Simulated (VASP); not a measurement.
Here is a VASP 6.6.1 calculation.

INCAR

```
  PREC = Accurate
  ENCUT = 600
  EDIFF = 1E-6
  ISMEAR = 1
  SIGMA = 0.1
  LREAL = False
  LASPH = True
  NELM = 80
  ALGO = Normal
  ISIF = 3
  LWAVE = False
  LCHARG = False
  METAGGA = R2SCAN
  LMIXTAU = True
  IBRION = 2
  NSW = 90
  EDIFFG = -0.01
```

File KPOINTS:

```
regular mesh
0
Gamma
  15 15 7
```

File POSCAR:

```
Sc
1.0
    3.3090000000      0.0000000000      0.0000000000
   -1.6545000000      2.8656780611      0.0000000000
    0.0000000000      0.0000000000      5.2733000000
Sc
2
Direct
    0.3333333333      0.6666666667      0.2500000000
    0.6666666667      0.3333333333      0.7500000000
```

Potentials or basis: VASP PAW PBE potentials, release 64 (Sc_sv).

Launch:

```sh
$ cat potpaw_PBE.64/Sc_sv/POTCAR > POTCAR
$ mpirun -np 1 vasp_std > vasp.out
```

**Question.** What does it give for the space group after relaxing (to 0.05 Å)?

**Answer.** P6_3/mmc (No. 194).

**Question.** Estimate the relaxed volume.

**Answer.** 24.97 Å³/atom.

**Question.** What does it give for the relaxed cell?

**Answer.** a = 3.337 Å, b = 3.337 Å, c = 5.179 Å, α = 90.00°, β = 90.00°, γ = 120.00°.

**Question.** What does it give for the band gap on the k mesh?

**Answer.** None (metal or under the smearing width).

Final structure:
```xyz
2
Lattice="3.3368 0.0000 0.0000 -1.6684 2.8897 0.0000 0.0000 0.0000 5.1786" Properties=species:S:1:pos:R:3 pbc="T T T"
Sc    0.0000    1.9265    1.2946
Sc    1.6684    0.9632    3.8839
```

Caveat: the PAW data sets were made with another functional, which shifts forces and pressure a little.
